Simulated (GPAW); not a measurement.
# Sn: equation of state with OLYP+D3(BJ)

The system is Sn.

```
Sn
1.0
     0.00000    3.23334    3.23334
     3.23334    0.00000    3.23334
     3.23334    3.23334    0.00000
Sn
2
Direct
  0.75000 0.75000 0.75000
  0.50000 0.50000 0.50000
```

This isn't the form of Sn at room conditions, which is tetragonal (white tin).

| Item | Value |
| --- | --- |
| Program | GPAW 26.7.0 |
| Task | equation of state |
| Functional | OLYP |
| Dispersion | D3(BJ) |
| Potentials or basis | PAW data sets generated in the run's folder for this functional |
| Cutoff | 600 eV |
| Basis | pw |
| k mesh | 6 × 6 × 6 |
| Occupations | fermi-dirac, width 0.05 eV |
| Spin | no spin polarisation |
| Eigensolver | davidson |
| Maxiter | 150 |
| Eos scales | [0.94, 0.96, 0.98, 1.0, 1.02, 1.04, 1.06] |

* Equilibrium volume: 33.74 Å³/atom
* Bulk modulus: 43 GPa
* Pressure derivative of the bulk modulus: 5.5

Energy against volume, from the lowest point:
```csv
volume (Å³/atom),energy (meV/atom)
31.775,17.43
32.451,7.15
33.127,1.53
33.803,0.00
34.479,2.06
35.155,7.29
35.831,15.26
```

Wall time 62 s on 1 thread of AMD EPYC 9R45 96-Core Processor (Zen 5), with other jobs on the host, peak memory 0.28 GiB.
